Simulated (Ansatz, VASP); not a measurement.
**One calculation of GaAs, two programs**

```
CELL_PARAMETERS angstrom
0.00000 2.80447 2.80447
2.80447 0.00000 2.80447
2.80447 2.80447 0.00000
ATOMIC_POSITIONS crystal
Ga 0.00000 0.00000 0.00000
As 0.25000 0.25000 0.25000
```

Alike in both runs: task single point; functional r2SCAN; k mesh 6 × 6 × 6; no spin polarisation.

```csv
,VASP,Ansatz
version,VASP 6.6.1,Ansatz 0.2.0
potentials or method,"VASP PAW PBE potentials, release 64 (Ga_d, As)","plane waves, PAW"
plane-wave cutoff (eV),520,500
occupations,"gaussian, width 0.01 eV",fixed
valence electrons in the cell,18,28
```

Ansatz gave:

* gap on the k mesh at the Fermi level (eV): 1.21
* pressure (GPa): 2.4

Q: Which values does VASP return?

A: gap on the k mesh at the Fermi level (eV): 1.19; pressure (GPa): 2.5.

The two sets of potentials don't hold the same shells in valence.

Caveats: the PAW data sets were made with another functional, which shifts forces and pressure a little (VASP). A k mesh can miss the band edges. r2SCAN opens gaps a little over a GGA but as a rule still falls short of measured ones.
